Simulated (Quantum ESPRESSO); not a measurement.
Ag: phonons at L under several settings

```xyz
1
Lattice="0.0000 2.0427 2.0427 2.0427 0.0000 2.0427 2.0427 2.0427 0.0000" Properties=species:S:1:pos:R:3 pbc="T T T"
Ag    0.0000    0.0000    0.0000
```

All runs used Quantum ESPRESSO 7.5; k mesh 11 × 11 × 11; no spin polarisation.

```tsv
level	potentials	geometry	cutoff (eV)	occupations	volume (Å³/atom)	pressure (GPa)	frequencies (cm⁻¹)
LDA	PseudoDojo 0.4.1 SR LDA standard	given cell, atoms relaxed	1170	gaussian, width 0.136 eV	17.05	?	?
PBEsol	PseudoDojo 0.4.1 SR PBEsol standard	relaxed cell	1116	methfessel-paxton, width 0.2 eV	16.60	-0.1	103 103 240
```

**Question.** What stands in the row left open?

**Answer.** Pressure -7.6 GPa; frequencies 103 103 225 cm⁻¹.

Caveats: the q point doesn't lie on the k mesh, which can shift a metal's frequencies strongly unless the mesh is converged; the cell is more than 3 GPa from zero pressure, which shifts response properties (some runs).

For the row left open. Caveat: the cell is more than 3 GPa from zero pressure, which shifts response properties; the q point doesn't lie on the k mesh, which can shift a metal's frequencies strongly unless the mesh is converged.
